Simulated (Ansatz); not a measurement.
# Generalised stacking fault in SnO

These are results of DFT LDA, scalar-relativistic, plane waves, PAW in Ansatz, not measurements. Cutoff 420 eV, Γ-centred 6×8×3 k-points, Gaussian smearing of 0.05 eV. No spin polarisation. Energies are free energies at this smearing, counted from the undisturbed cell; pressure is positive in compression.

The undisturbed cell (as given, not relaxed at this level; it stands at -5.5 GPa; this form isn't the usual structure):

```
Sn O
1.0
     0.00000    0.00000   -4.22197
    -3.35500    0.00000    0.00000
     0.00000   11.34821    0.00000
Sn O
4 4
Direct
  0.48686 0.00000 0.86595
  0.48686 0.00000 0.36595
  0.98686 0.50000 0.13405
  0.98686 0.50000 0.63405
  0.26314 0.00000 0.19562
  0.26314 0.00000 0.69563
  0.76314 0.50000 0.80438
  0.76314 0.50000 0.30437
```

The cell holds layers and no dispersion correction was added, so their binding is poorly described.

The cut lies on the cell's a–b face, a (0 1 0) plane (indices in the standard cell, whose axes needn't be the Cartesian ones shown) of area 14.16 Å², between layers 3.04 Å apart. Vector c is tilted by f times 0·a + 1·b (length 3.355 Å) with the atoms' Cartesian places fixed: one unrelaxed fault a cell.

```tsv
f	γ (mJ/m²)
0.0000	0
0.1000	1
0.2000	6
0.3000	14
0.4000	24
0.5000	29
```

Q: Predict the gap on the mesh (eV) at each point.

A:
| f | gap on the mesh (eV) |
| --- | --- |
| 0.0000 | 1.38 |
| 0.1000 | 1.38 |
| 0.2000 | 1.38 |
| 0.3000 | 1.38 |
| 0.4000 | 1.11 |
| 0.5000 | 0.97 |

Cost: 6 runs of about 3.4 core-minutes in all, on Intel Xeon Processor @ 2.70GHz (shared hosts).